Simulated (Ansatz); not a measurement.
## MgS: single point with PBE

The system is MgS.

```
S Mg
1.0
     0.00000    2.83312    2.83312
     2.83312    0.00000    2.83312
     2.83312    2.83312    0.00000
S Mg
1 1
Direct
  0.25000 0.25000 0.25000
  0.00000 0.00000 0.00000
```

The cell comes from a database or a generator and needn't be the stable form of this composition.

```
Program             : Ansatz 0.2.0
Task                : single point
Functional          : PBE
Potentials or basis : all-electron PAW datasets made for the crystal
Cutoff              : 200 eV (chosen from the basis error)
k mesh              : 6 × 6 × 6
Occupations         : fermi-dirac, width 0.05 eV
Spin                : no spin polarisation
```

The pressure is 0.9 GPa. The band gap on the k mesh is 3.45 eV, direct.

Levels at points of the mesh, in eV from the valence-band top:
| k point | band 2 | band 3 | band 4 | band 5 | band 6 |
| --- | --- | --- | --- | --- | --- |
| (0.00, 0.00, 0.00) | 0.00 | 0.00 | 0.00 | 3.45 | 7.92 |
| (0.00, 0.00, -0.50) | -3.11 | -0.32 | -0.32 | 5.11 | 7.62 |
| (0.00, -0.50, -0.50) | -2.80 | -1.02 | -1.02 | 3.89 | 5.64 |

Run time: 4.5 s on 1 thread of AMD EPYC 7R43 64-Core Processor (Zen 3), with other jobs on the host, peak memory 0.42 GiB.

A k mesh can miss the band edges. A hybrid or GW would open this gap; PBE tends to underestimate it.
